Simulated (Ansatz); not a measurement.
## Zn: the change of pressure and energy above lowest point with volume per atom

Equation of state of a cubic crystal from periodic Kohn-Sham density functional theory without spin; pressure corrected for the finite basis. The results are calculated, by Ansatz 0.2.0 development build.

Cell of the first row (space group Pm-3m, No. 221):
```
Zn
1.0
      2.5775     0.0000     0.0000
      0.0000     2.5775     0.0000
      0.0000     0.0000     2.5775
Zn
1
Direct
  0.00000 0.00000 0.00000
```

Settings of every row: formula Zn; structure type simple cubic; functional PBE; spin treatment none; k mesh 21x21x21; occupation method fermi-dirac; occupation width 0.061225619 eV; wave cutoff 700 eV; datasets hard PAW; density cutoff ratio 4.

Limits: a cubic model structure, not a phase known at ambient conditions; modest k-mesh, values are not fully converged in k; the SCF threshold is loose for a stress in some rows.

| row | volume per atom (Å³) | pressure (GPa) | energy above lowest point (meV/atom) |
| --- | --- | --- | --- |
| 1 | 17.124 | 3.371 | 10.47 |
| 2 | 17.488 | 2.075 | 4.31 |
| 3 | 17.853 | 0.926 | 0.93 |
| 4 | 18.217 | -0.091 | 0 |
| 5 | 18.581 | ? | ? |
| 6 | 18.946 | -1.786 | 4.43 |
| 7 | 19.31 | -2.485 | 9.3 |

Question: what pressure and energy above lowest point should row 5 give?

Worked fit of pressure. Take u = (V_r/V)^(2/3) − 1 with V_r = 18.035 Å³ an atom, which is twice the finite (Eulerian) strain; such expansions in the strain, on which the Birch-Murnaghan equation of state is built, carry the rest volume and the bulk modulus. The shown rows have u = 0.03516, 0.02075, 0.00678, -0.00667, -0.03232, -0.04452. Least squares give pressure = 0.4016 + 75.472 × u + 247.9 × u² + 206 × u³ GPa; a parabola predicts inner rows, each left out in turn, worse (root mean square 0.004 against 0.0018 GPa). The rows lie off it by 0.000, -0.001, 0.001, 0.000, 0.000, 0.000. The pressure vanishes at u = -0.0054, or V = 18.18 Å³ an atom, and there the bulk modulus at fixed shape and fractions is B = −V dP/dV = (2/3)(1 + u) dP/du = 48.3 GPa. The withheld row has u = -0.01969, so the fit gives 0.4016 + 75.472 × (-0.01969) + 247.9 × (-0.01969)² + 206 × (-0.01969)³ = -0.990 GPa.

The calculation gave -0.991 GPa. The fit lies 0.001 GPa (0.017 % of the column's range) above it, one unit of the last digit.

Worked fit of energy above lowest point. Take u = (V_r/V)^(2/3) − 1 with V_r = 18.035 Å³ an atom, which is twice the finite (Eulerian) strain; such expansions in the strain, on which the Birch-Murnaghan equation of state is built, carry the rest volume and the bulk modulus. The shown rows have u = 0.03516, 0.02075, 0.00678, -0.00667, -0.03232, -0.04452. Least squares give energy above lowest point = 0.176 + 67.65 × u + 6279 × u² + 3503 × u³ meV/atom; a parabola predicts inner rows, each left out in turn, worse (root mean square 0.065 against 0.0075 meV/atom). The rows lie off it by 0.00, 0.00, 0.01, 0.00, 0.00, 0.00. Its lowest point lies at u = -0.0054, or V = 18.18 Å³ an atom, and the curvature there gives the bulk modulus at fixed shape and fractions, B = (4/9)(1 + u)² E″(u)/V = 48.2 GPa. The withheld row has u = -0.01969, so the fit gives 0.176 + 67.65 × (-0.01969) + 6279 × (-0.01969)² + 3503 × (-0.01969)³ = 1.25 meV/atom.

The calculation gave 1.25 meV/atom. The fit meets it to the printed digit.
